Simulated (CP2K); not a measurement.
The system is Ta.

```
Ta
1.0
     2.86010    0.00000    0.00000
    -0.95337    2.69653    0.00000
    -0.95337   -1.34826    2.33526
Ta
1
Direct
  0.00000 0.00000 0.00000
```

Base run:

* Program: CP2K 2026.2
* Functional: MS2
* Potentials or basis: POTENTIAL_UZH Ta GTH-PBE-q13; TZVP-MOLOPT-PBE-GTH basis
* Density cutoff: 9184 eV
* k mesh: 11 × 11 × 11
* Occupations: fermi-dirac, width 0.05 eV
* Spin: no spin polarisation

Its results: band gap on the k mesh none (metal or under the smearing width); pressure 1.3 GPa.

The run is repeated on the same cell with these changes: functional from MS2 to PBEsol. What comes out?

Band gap on the k mesh none (metal or under the smearing width); pressure -4.0 GPa.

Caveats: the potentials were made for another functional, which shifts forces and pressure; spin-orbit coupling is left out, which moves the levels of the heavy elements; the basis of atomic orbitals isn't converged, which shifts pressures, moduli and gaps.
